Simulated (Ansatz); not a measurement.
Wanted: the native input for an Ansatz 0.2.0 run.

```yaml
Task: band structure
Functional: PBEsol
Potentials_or_basis: Ansatz PAW
Cutoff: "420 eV (not typed: the program's choice for these potentials)"
k_mesh: 11 × 11 × 11
Occupations: fermi-dirac, width 0.05 eV
Spin: no spin polarisation
Path: "[[\"G\", \"X\", \"W\", \"K\", \"G\", \"L\", \"U\", \"W\", \"L\", \"K\"], [\"U\", \"X\"]]"
Points_for_each_segment_of_the_path: 14
```

Crystal: TiC.

```
Ti C
1.0
     0.00000    2.16572    2.16572
     2.16572    0.00000    2.16572
     2.16572    2.16572    0.00000
Ti C
1 1
Cartesian
  0.0000 0.0000 0.0000
  2.1657 2.1657 2.1657
```

The cell is a database's computed one.

These files were run (other wordings do the same):

input.yaml

```yaml
crystal:
  lattice:
    - [0.0, 2.1657188437, 2.1657188437]
    - [2.1657188437, 0.0, 2.1657188437]
    - [2.1657188437, 2.1657188437, 0.0]
  atoms:
    - { symbol: Ti, position: [0.0, 0.0, 0.0] }
    - { symbol: C, position: [0.5, 0.5, 0.5] }
hamiltonian:
  xc: pbesol
  pseudopotentials: { kind: paw }
kpoints:
  mp_grid: { grid: [11, 11, 11] }
  band_path:
    path:
      - [[0.0, 0.0, 0.0], [0.5, 0.0, 0.5], [0.5, 0.25, 0.75], [0.375, 0.375, 0.75], [0.0, 0.0, 0.0], [0.5, 0.5, 0.5], [0.625, 0.25, 0.625], [0.5, 0.25, 0.75], [0.5, 0.5, 0.5], [0.375, 0.375, 0.75]]
      - [[0.625, 0.25, 0.625], [0.5, 0.0, 0.5]]
    npoints: 14
scf:
  occupations: { method: fermi_dirac, width: 0.05 }
  n_extra_bands: 6
output:
  forces: true
  stress: true
  eigenvalues: true
  fatbands: false
  write_density: true
  write_potential: true
  elf: true
  volumetric_format: npy
```

Potentials or basis: Ansatz PAW.

The run is started by

```console
$ ansatz run input.yaml --threads 2 --pin off --max-ram 5120MiB --backend cpu --events-out ev --progress --plain --runs-dir out
```

It gave:

| Quantity | Value |
| --- | --- |
| Pressure | -6.7 GPa |
| Band gap on the k mesh | none (metal or under the smearing width) |

Caveat: the PAW data sets come from PBE, with cores solved anew for the run's functional, which leaves a small shift of forces and pressure.

Wall time 1.3 s on 2 threads of Arm Neoverse V1 (shared host), peak memory 0.3 GiB.
